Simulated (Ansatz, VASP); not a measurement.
# One calculation of CdS (Greenockite), two programs

```
Cd S
1.0
     4.19656    0.00000    0.00000
    -2.09828    3.63433    0.00000
     0.00000    0.00000    6.82884
Cd S
2 2
Direct
  0.33333 0.66667 0.99921
  0.66667 0.33333 0.49921
  0.33333 0.66667 0.37579
  0.66667 0.33333 0.87579
```

Alike in both runs: functional PBE; k mesh 9 × 9 × 4; occupations gaussian, width 0.02 eV; no spin polarisation.

Ansatz relaxed the structure, and its values are those at the end. VASP's run is a single point on that final structure, the one shown.

|  | VASP | Ansatz |
| --- | --- | --- |
| version | VASP 6.6.1 | Ansatz 0.2.0 |
| potentials or method | VASP PAW PBE potentials, release 64 (Cd, S) | scalar-relativistic, plane waves, PAW |
| plane-wave cutoff (eV) | 520 | 420 |
| valence electrons in the cell | 36 | 52 |

```csv
,VASP,Ansatz,Ansatz less VASP
gap on the k mesh at the Fermi level (eV),1.11,1.11,-0.001
least direct gap on the mesh (eV),1.11,1.11,-0.001
pressure (GPa),0.3,0.0,-0.29
```

The functional is the same, so the differences come from potentials, cutoffs and numerics. The two sets of potentials don't hold the same shells in valence.

PBE gaps usually lie below the measured ones, often by a third to a half.
